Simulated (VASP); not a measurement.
Here is a VASP 6.6.1 calculation.

File INCAR:

```
PREC = Accurate
ENCUT = 600
EDIFF = 1E-7
ISMEAR = 0
SIGMA = 0.03
LREAL = False
LASPH = True
NELM = 80
ALGO = Normal
ISIF = 3
LWAVE = False
LCHARG = False
METAGGA = R2SCAN
LMIXTAU = True
IBRION = 2
NSW = 90
EDIFFG = -0.005
KPAR = 2
```

File KPOINTS:

```
Automatic mesh
0
Gamma
  9 9 4
```

File POSCAR:

```
CdS                                     
1.0
    4.1665006475      0.0000000000      0.0000000000
   -2.0832503237      3.6082954056     -0.0000000000
    0.0000000000     -0.0000000000      6.7888197336
  Cd              S             
     2     2
Direct
     0.3333333332999970    0.6666666667000030    0.9994869119110612
     0.6666666667000030    0.3333333332999970    0.4994869119110610
     0.3333333332999970    0.6666666667000030    0.3755130880889390
     0.6666666667000030    0.3333333332999970    0.8755130880889388
```

Potentials or basis: VASP PAW PBE potentials, release 64 (Cd, S).

Command:

```console
$ cat potpaw_PBE.64/Cd/POTCAR potpaw_PBE.64/S/POTCAR > POTCAR
$ mpirun -np 2 vasp_std > vasp.out
```

What does it give for the band gap on the k mesh?

1.62 eV, direct.

Final structure:
```cif
data_structure
_symmetry_space_group_name_H-M 'P 1'
_symmetry_Int_Tables_number 1
_cell_length_a 4.1700
_cell_length_b 4.1700
_cell_length_c 6.7769
_cell_angle_alpha 90.000
_cell_angle_beta 90.000
_cell_angle_gamma 120.000
_cell_volume 102.05
loop_
_atom_site_label
_atom_site_type_symbol
_atom_site_fract_x
_atom_site_fract_y
_atom_site_fract_z
_atom_site_occupancy
Cd1 Cd 0.33333 0.66667 0.99909 1
Cd2 Cd 0.66667 0.33333 0.49909 1
S1 S 0.33333 0.66667 0.37591 1
S2 S 0.66667 0.33333 0.87591 1
```

Caveat: the PAW data sets were made with another functional, which shifts forces and pressure a little. r2SCAN opens gaps a little over a GGA but as a rule still falls short of measured ones.
